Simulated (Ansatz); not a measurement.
AlN: Fröhlich coupling of electrons to the polar mode

Plane-wave DFT in Ansatz with scalar-relativistic PAW potentials. The crystal relaxes under PBE to F-43m with a = 4.403 Å, 10.67 Å³/atom. No spin polarisation.

Linear response at Γ (PBE, cell F-43m with a = 4.403 Å, 420 eV, 10×10×10 k points) gives one polar TO mode at 634.7 cm⁻¹, ε∞ = 4.62 and ε0 = 8.66. Band curvatures at the conduction edge (PBE, cell F-43m with a = 4.403 Å, 420 eV, 10×10×10 k points; gap 3.31 eV) give a conductivity mass of 0.372 mₑ (harmonic mean over x, y, z).

Q: Work out the LO energy, the Fröhlich constant, and the polaron's energy, mass and size.

A: Lyddane–Sachs–Teller: ω_LO = ω_TO √(ε0/ε∞) = 868.4 cm⁻¹, ħω_LO = 107.7 meV. α = √(m* Ry/ħω_LO) (1/ε∞ − 1/ε0) with Ry = 13.606 eV and m* in mₑ: √(0.372 × 13606/107.7) × 0.101 = 0.69. To first order the edge drops by αħω_LO = 74 meV and the mass grows by the factor 1 + α/6 to 0.415 mₑ; the length √(ħ/2m*ω_LO) is 9.7 Å. Coupling is weak, and these first-order results hold. The model takes one parabolic, isotropic valley. Too small a gap makes ε∞ too large and, at a direct edge, m* too light, and both lower α.

This zinc-blende form isn't the usual stable structure of the compound.